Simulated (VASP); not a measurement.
**Rh: relaxation of cell and atoms with PBE**

Crystal: Rh.

```
CELL_PARAMETERS angstrom
0.00000 1.91552 1.91552
1.91552 0.00000 1.91552
1.91552 1.91552 0.00000
ATOMIC_POSITIONS crystal
Rh 0.00000 0.00000 0.00000
```

```
Program                : VASP 6.6.1
Task                   : relaxation of cell and atoms
Functional             : PBE
Potentials or basis    : VASP PAW PBE potentials, release 64 (Rh_pv)
Cutoff                 : 520 eV
k mesh                 : 20 × 20 × 20
Occupations            : gaussian, width 0.1 eV
Spin                   : no spin polarisation
Further INCAR settings : ALGO = Normal; EDIFF = 1e-07; IBRION = 2; POTIM = 0.3; EDIFFG = -0.005; NSW = 60; ISIF = 3
```

```yaml
Relaxed_volume: 14.05 Å³/atom
Relaxed_cell: a = 2.708 Å, b = 2.708 Å, c = 2.708 Å, α = 60.00°, β = 60.00°, γ = 60.00°
Space_group_after_relaxing_to_0.05_Å: Fm-3m (No. 225)
Energy_gained_by_relaxing: 0.0 meV/atom
Ionic_steps: 3
Pressure_after_relaxing: 0.0 GPa
Band_gap_on_the_k_mesh: none (metal or under the smearing width)
```

Final structure:
```cif
data_structure
_symmetry_space_group_name_H-M 'P 1'
_symmetry_Int_Tables_number 1
_cell_length_a 2.7083
_cell_length_b 2.7083
_cell_length_c 2.7083
_cell_angle_alpha 60.000
_cell_angle_beta 60.000
_cell_angle_gamma 60.000
_cell_volume 14.05
loop_
_atom_site_label
_atom_site_type_symbol
_atom_site_fract_x
_atom_site_fract_y
_atom_site_fract_z
_atom_site_occupancy
Rh1 Rh 0.00000 0.00000 0.00000 1
```

Levels at points of the mesh, in eV from the Fermi level:
```tsv
k point	band 4	band 5	band 6	band 7	band 8	band 9	band 10	band 11
(0.00, 0.00, 0.00)	-7.80	-2.98	-2.98	-2.98	-0.96	-0.96	16.01	20.60
(0.50, 0.00, 0.00)	-5.94	-3.05	-3.05	0.55	0.55	0.76	8.42	15.50
(0.50, 0.50, 0.00)	-6.12	-5.76	0.52	0.95	0.95	3.24	12.00	13.20
```

It took 23 s on 1 thread of Intel(R) Xeon(R) 6975P-C (Granite Rapids), with other jobs on the host, peak memory 0.16 GiB.
